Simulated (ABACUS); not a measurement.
The system is C.

```xyz
2
Lattice="0.0000 1.7834 1.7834 1.7834 0.0000 1.7834 1.7834 1.7834 0.0000" Properties=species:S:1:pos:R:3 pbc="T T T"
C     2.6751    2.6751    2.6751
C     1.7834    1.7834    1.7834
```

This isn't the form of C at room conditions, which is graphite.

Program: ABACUS 3.10.1. Alike in all runs: task single point; no spin polarisation; cell as given; smearing fermi-dirac 0.05 eV.

Problem. Order these runs on this cell by their band gap on the k mesh, lowest first.
A. level rPW86PBE; potentials or basis SG15 ONCV 1.2 PBE, plane waves; k mesh 10 × 10 × 10; cutoff (eV) 1116; radial cutoff of the potentials (pseudo_rcut) 10 bohr; SCF threshold on the density 1e-08; eigensolver dav; mesh quality not flagged
B. level PBE0-type (share 0.1); potentials or basis SG15 ONCV 1.2 PBE, DZP LCAO (the cutoffs set its grid); k mesh 6 × 6 × 6; cutoff (eV) 1361; radial cutoff of the potentials (pseudo_rcut) 7 bohr; orbital files C C_confined-atom_6au_2s2p1d.orb; SCF threshold on the density 1e-07; eigensolver genelpa; share of exact exchange 0.1; mesh quality coarse
C. level PBE0-type (share 0.25); potentials or basis SG15 ONCV 1.2 PBE, DZP LCAO (the cutoffs set its grid); k mesh 6 × 6 × 6; cutoff (eV) 1361; radial cutoff of the potentials (pseudo_rcut) 7 bohr; orbital files C C_confined-atom_6au_2s2p1d.orb; SCF threshold on the density 1e-07; eigensolver genelpa; share of exact exchange 0.25; mesh quality coarse
D. level PBE0-type (share 0.4); potentials or basis SG15 ONCV 1.2 PBE, DZP LCAO (the cutoffs set its grid); k mesh 6 × 6 × 6; cutoff (eV) 1361; radial cutoff of the potentials (pseudo_rcut) 7 bohr; orbital files C C_confined-atom_6au_2s2p1d.orb; SCF threshold on the density 1e-07; eigensolver genelpa; share of exact exchange 0.4; mesh quality coarse
E. level MS2; potentials or basis SG15 ONCV 1.2 PBE, plane waves; k mesh 8 × 8 × 8; cutoff (eV) 1293; radial cutoff of the potentials (pseudo_rcut) 10 bohr; SCF threshold on the density 1e-08; eigensolver dav; mesh quality not flagged

Solution. A (4.46 eV), B (4.96 eV), E (5.30 eV), C (6.10 eV), D (7.26 eV).

Caveats: some runs use coarse meshes; the atomic orbitals were generated for these runs and aren't a published set (some runs); gaps of hybrids in this basis differ from plane-wave ones by up to 0.1 eV (some runs); the basis of atomic orbitals isn't converged, which shifts pressures, moduli and gaps (some runs).

A k mesh can miss the band edges.

Runs at the PBE level aren't shown here.
